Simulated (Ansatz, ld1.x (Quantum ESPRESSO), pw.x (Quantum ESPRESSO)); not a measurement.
Equation-of-state test of one PAW potential (indium)

* Element: indium
* Generator: ld1.x (Quantum ESPRESSO) 7.5
* Type: PAW
* Functional: PBEsol
* Relativity: scalar-relativistic
* Frozen core: [Kr] 4d10
* Valence charge: 3
* Reference configuration: 5s2 5p1
* Partial waves: 5s (bound): rcut 2.20, rcutus 2.35 bohr; 5s channel at 0.45 Ry: rcut 2.20, rcutus 2.35 bohr; 5p (bound): rcut 2.65, rcutus 3.40 bohr; 5p channel at 3.25 Ry: rcut 2.65, rcutus 3.40 bohr; 5d channel at 0.4 Ry: rc 2.16 bohr
* Local potential: the d channel
* Core correction: Bessel-smoothed model core inside 2.25 bohr
* Augmentation charge: PSQ, inside the norm-conserving radii

Crystal test: fcc In in pw.x 7.5, no spin, 12³ k-points, Fermi–Dirac smearing 0.01 Ry, cutoffs 40/320 Ry. The lattice is a test structure that the element need not adopt, and mesh and smearing are coarse.

pw.x input:

```
&control
  calculation='scf', prefix='x', pseudo_dir='./', outdir='./tmp', tstress=.true., disk_io='low'
/
&system
  ibrav=0, nat=1, ntyp=1, ecutwfc=40, ecutrho=320, nbnd=8,
  occupations='smearing', smearing='fd', degauss=0.01
/
&electrons
  conv_thr=1e-09, mixing_beta=0.4, electron_maxstep=70
/
ATOMIC_SPECIES
In 1.0 In.UPF
CELL_PARAMETERS angstrom
  0.00000000 2.34222571 2.34222571
  2.34222571 0.00000000 2.34222571
  2.34222571 2.34222571 0.00000000
ATOMIC_POSITIONS crystal
In 0.0000 0.0000 0.0000
K_POINTS automatic
12 12 12 0 0 0
```

```bash
pw.x < In.scf.in > In.scf.out
```

Problem. How does the run end?

Solution. Failed (cdiaghg: S matrix not positive definite). The atomic test gives a lowest overlap eigenvalue of -19.96 in the p channel. The largest radius (3.40 bohr) exceeds half the bond length (3.13 bohr), so the spheres overlap, which is one possible source of error among others. The ghost test of this file was not conclusive. Its overlap operator is not positive definite. Atomic configuration tests: test run stopped at test 2 of 7 (negative rho). The logarithmic derivative shows an extra or strongly shifted pseudo pole above the reference energy (d near 0.57 Ry). The log shows:

```
Message from routine setup:
     using ibrav=0 with symmetry is DISCOURAGED, use correct ibrav instead
     lattice parameter (alat)  =       6.2595  a.u.
     unit-cell volume          =     173.4254 (a.u.)^3
     number of electrons       =         3.00
     number of Kohn-Sham states=            8
     kinetic-energy cutoff     =      40.0000  Ry
     charge density cutoff     =     320.0000  Ry
     scf convergence threshold =      1.0E-09
     Exchange-correlation= SLA  PW   PSX  PSC
     number of k points=    72  Fermi-Dirac smearing, width (Ry)=  0.0100
     iteration #  1     ecut=    40.00 Ry     beta= 0.40
     Error in routine cdiaghg (25):
     S matrix not positive definite
```
